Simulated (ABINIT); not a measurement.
BAs: equation of state with revPBE

**What was measured.**

“Basic Physical Properties of Cubic Boron Arsenide”, 2019, arxiv:1911.11281 quotes, for a bulk crystal of BAs: bulk modulus 148 GPa.

BAs:

```
CELL_PARAMETERS angstrom
0.00000 2.38850 2.38850
2.38850 0.00000 2.38850
2.38850 2.38850 0.00000
ATOMIC_POSITIONS crystal
As 0.75000 0.75000 0.75000
B 0.00000 0.00000 0.00000
```

```json
{
 "Program": "ABINIT 10.8.3 (patched build)",
 "Task": "equation of state",
 "Functional": "revPBE",
 "Potentials or basis": "JTH PAW PBE v2.0 sp",
 "Cutoff": "408 eV",
 "k mesh": "10 × 10 × 10",
 "Occupations": "fermi-dirac, width 0.05 eV",
 "Spin": "no spin polarisation"
}
```

```yaml
Equilibrium_volume: 14.17 Å³/atom
Bulk_modulus: 128 GPa
Pressure_derivative_of_the_bulk_modulus: 3.8
```

Energy against volume, from the lowest point:
```tsv
volume (Å³/atom)	energy (meV/atom)
12.809	62.01
13.081	38.45
13.354	20.93
13.626	9.03
13.899	2.23
14.171	0.00
14.444	1.99
```

Run time: 38 s on 1 thread of Arm Neoverse V1, on a shared host, peak memory 0.12 GiB.

Against the measured bulk modulus of BAs, 148 GPa (quoted in “Basic Physical Properties of Cubic Boron Arsenide”, 2019, arxiv:1911.11281), the calculated 128 GPa is off by -13.2 %. The fit is for a static lattice scaled at fixed shape and fixed fractional positions.

Caveat: pressures at fixed basis lie under the slope of the energies; the PAW data sets were made with another functional, which shifts forces and pressure a little; this set keeps more shells in the core, which shifts pressures and gaps. revPBE gives volumes clearly too large for solids.
